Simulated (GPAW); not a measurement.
Input of a GPAW 26.7.0 run:

The input run.py:

```python
import numpy as np
from ase.dft.bandgap import bandgap
from ase.io import read, write
from gpaw import GPAW, PW

atoms = read('POSCAR')
atoms.pbc = (True, True, False)

calc = GPAW(mode=PW(450),
            xc='PBE',
            kpts={'size': (7, 7, 1), 'gamma': True},
            occupations={'name': 'fermi-dirac', 'width': 0.05},
            nbands=77,
            convergence={'density': 1e-05, 'energy': 1e-05},
            maxiter=150,
            poissonsolver={'dipolelayer': 'xy'},
            txt='gpaw.txt')
atoms.calc = calc
energy = atoms.get_potential_energy()
forces = atoms.get_forces()
calc.write('gs.gpw')
write('result.traj', atoms)
print(f'Energy: {energy:.6f} eV')
print('Forces (eV/A):')
print(forces.round(4))
print('Fermi level:', round(calc.get_fermi_level(), 4), 'eV')
print(f'Gap: {bandgap(calc)[0]:.4f} eV, direct: {bandgap(calc, direct=True)[0]:.4f} eV')

v = calc.get_electrostatic_potential().mean(axis=(0, 1))
z = np.arange(len(v)) * atoms.cell[2, 2] / len(v)
ef = calc.get_fermi_level()
np.savetxt('planar.dat', np.c_[z, v], fmt='%.4f')
below, above = np.interp([1.5, atoms.cell[2, 2] - 1.5], z, v) - ef
print(f'Work functions: bottom {below:.4f} eV, top {above:.4f} eV')
print('Dipole moment:', *calc.get_dipole_moment().round(5), 'e A')
```

POSCAR

```
Sb
1.0
    4.4689148571      0.0000000000      0.0000000000
   -2.2344574285      3.8701937936      0.0000000000
    0.0000000000      0.0000000000     25.9465610000
Sb
7
Direct
    0.6666666667      0.3333333333      0.2890556479
    0.3333333333      0.6666666667      0.3593704326
    0.0000000000      0.0000000000      0.4296852173
    0.6666666667      0.3333333333      0.5000000020
    0.3333333333      0.6666666667      0.5703147867
    0.0000000000      0.0000000000      0.6406295714
    0.6666666667      0.3333333333      0.7109443561
```

Potentials or basis: GPAW PAW data sets (gpaw-data 1.2.1), pw.

Command:

```console
$ OMP_NUM_THREADS=1 python run.py
```

(1) Estimate the dipole across the slab.

(2) Estimate the work function of the upper face.

(3) Predict the largest force.

(4) Predict the work function of the lower face.

Answers

(1) 0.00 e·Å.

(2) 4.61 eV.

(3) 1.043 eV/Å.

(4) 4.61 eV.
